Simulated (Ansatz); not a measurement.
A calculation with Ansatz 0.2.0 of Si2Mo (native input, structure typed inline):

File input.yaml:

```yaml
crystal:
  lattice:
    - [-1.6, 1.6, 3.9305]
    - [1.6, -1.6, 3.9305]
    - [1.6, 1.6, -3.9305]
  atoms:
    - { symbol: Mo, position: [0.0, 0.0, 0.0] }
    - { symbol: Si, position: [0.667, 0.667, 0.0] }
    - { symbol: Si, position: [0.333, 0.333, 0.0] }
hamiltonian:
  xc: lda
  pseudopotentials: { kind: paw_fr }
magnetization:
  noncollinear: true
  spin_orbit: true
kpoints:
  mp_grid: { grid: [12, 12, 12] }
scf:
  occupations: { method: fermi_dirac, width: 0.1 }
output:
  forces: true
  stress: true
  eigenvalues: true
```

Potentials or basis: Ansatz PAW.

Run with:

```console
$ ansatz run input.yaml --threads 2 --pin off --max-ram 5120MiB --backend cpu --events-out ev --progress --plain --runs-dir out
```

**Question.** Write the same calculation in another form: ASE script, structure from a CIF.

**Answer.** As run:

The input run.py:

```python
import json

import ase.io
import numpy as np
import spglib
from ase.calculators.calculator import CalculationFailed, Calculator
from ase.stress import full_3x3_to_voigt_6_stress
from ase.units import GPa

import ansatz as az

class AnsatzCalculator(Calculator):
    implemented_properties = ["energy", "free_energy", "forces", "stress", "magmom"]

    def calculate(self, atoms, properties, system_changes):
        super().calculate(atoms, properties, system_changes)
        structure = atoms.copy()
        structure.set_constraint()
        structure.set_momenta(None)
        structure.set_masses(None)
        outcome = (
            az.Crystal.from_ase(structure)
            .calculation()
            .basis(xc_grid=2)
            .kpoints(12, 12, 12)
            .functional("lda")
            .pseudopotentials(kind="paw_fr")
            .spin("noncollinear", soc=True)
            .scf(tolerance=2e-10)
            .occupations(method="fermi_dirac", width=0.1)
            .forces()
            .stress()
            .run(threads=2)
        )
        if not outcome.report["converged"]:
            raise CalculationFailed("SCF not converged")
        report = outcome.report
        self.results = {
            "free_energy": report["lagrangian_ev"],
            "energy": report["lagrangian_ev"],
            "forces": np.array(report["forces_ev_ang"]),
            "stress": -GPa * full_3x3_to_voigt_6_stress(report["stress_gpa"]),
            "magmom": report["magnetization_mub"],
        }

np.set_printoptions(precision=5, suppress=True, linewidth=110)
atoms = ase.io.read("Si2Mo.cif")
cell, frac, numbers = spglib.find_primitive((atoms.cell[:], atoms.get_scaled_positions(), atoms.numbers), symprec=1e-5)
atoms = ase.Atoms(numbers, cell=cell, scaled_positions=frac, pbc=True)
atoms.calc = AnsatzCalculator()
print(f"free energy {atoms.get_potential_energy():.6f} eV")
print("forces (eV/A)", atoms.get_forces(), sep="\n")
print("stress (GPa, Voigt, tension positive)", atoms.get_stress() / GPa, sep="\n")
print(f"moment {atoms.get_magnetic_moment():.4f} muB")
```

Si2Mo.cif

```cif
data_Si2Mo
_cell_length_a 3.20000000
_cell_length_b 3.20000000
_cell_length_c 7.86100000
_cell_angle_alpha 90.00000000
_cell_angle_beta 90.00000000
_cell_angle_gamma 90.00000000
_space_group_name_H-M_alt 'I4/mmm'
_space_group_name_Hall '-I 4 2'
_space_group_IT_number 139
loop_
_space_group_symop_operation_xyz
'x,y,z'
'-x,-y,-z'
'-y,x,z'
'y,-x,-z'
'-x,-y,z'
'x,y,-z'
'y,-x,z'
'-y,x,-z'
'x,-y,-z'
'-x,y,z'
'-y,-x,-z'
'y,x,z'
'-x,y,-z'
'x,-y,z'
'y,x,-z'
'-y,-x,z'
'x+1/2,y+1/2,z+1/2'
'-x+1/2,-y+1/2,-z+1/2'
'-y+1/2,x+1/2,z+1/2'
'y+1/2,-x+1/2,-z+1/2'
'-x+1/2,-y+1/2,z+1/2'
'x+1/2,y+1/2,-z+1/2'
'y+1/2,-x+1/2,z+1/2'
'-y+1/2,x+1/2,-z+1/2'
'x+1/2,-y+1/2,-z+1/2'
'-x+1/2,y+1/2,z+1/2'
'-y+1/2,-x+1/2,-z+1/2'
'y+1/2,x+1/2,z+1/2'
'-x+1/2,y+1/2,-z+1/2'
'x+1/2,-y+1/2,z+1/2'
'y+1/2,x+1/2,-z+1/2'
'-y+1/2,-x+1/2,z+1/2'
loop_
_atom_site_label
_atom_site_type_symbol
_atom_site_symmetry_multiplicity
_atom_site_Wyckoff_symbol
_atom_site_fract_x
_atom_site_fract_y
_atom_site_fract_z
_atom_site_occupancy
Mo1 Mo 2 a 0.0000000000 0.0000000000 0.0000000000 1
Si1 Si 4 e 0.5000000000 0.5000000000 0.1670000000 1
```

Potentials or basis: Ansatz PAW.

The run is started by

```bash
$ python run.py
```

Both were run:

|  | native input, structure typed inline | ASE script, structure from a CIF |
| --- | --- | --- |
| Pressure | -6.1 GPa | -6.1 GPa |
| Largest force | 0.371 eV/Å | 0.371 eV/Å |

Keys that steer only the numerical path or the files written may differ.
